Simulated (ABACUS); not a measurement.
**MnO in ABACUS: the effect of functional**

The system is MnO.

```
Mn O
1.0
     0.00000    2.22391    2.22391
     2.22391    0.00000    2.22391
     2.22391    2.22391    0.00000
Mn O
1 1
Cartesian
  0.0000 0.0000 0.0000
  2.2239 2.2239 2.2239
```

The cell is a database's computed one.

Alike in all runs:

- Program: ABACUS 3.10.1
- Task: single point
- Potentials or basis: SG15 ONCV 1.2 PBE
- Cutoff: 1361 eV
- Density cutoff: 5442 eV
- Basis: DZP LCAO (the cutoffs set its grid)
- k mesh: 7 × 7 × 7
- Occupations: fermi-dirac, width 0.05 eV
- Spin: collinear spin, ferromagnetic start
- Starting moments: [4.0, 0.0] μB

```csv
functional,pressure (GPa),moment (μB)
LDA,?,?
PBE,3.5,4.85
PBEsol,-4.7,4.75
AM05,-5.0,4.71
PW91,3.3,4.86
SCAN,1.9,5.00
TPSS,3.0,4.96
```

Q: What does the run with functional LDA give?

A: Pressure -13.9 GPa; moment 4.58 μB.

Caveats: the atomic orbitals were generated for these runs and aren't a published set; the basis of atomic orbitals isn't converged, which shifts pressures, moduli and gaps; a cell with one magnetic atom can't hold antiferromagnetic order, which such compounds often take; the potentials were made for another functional, which shifts forces and pressure (some runs).
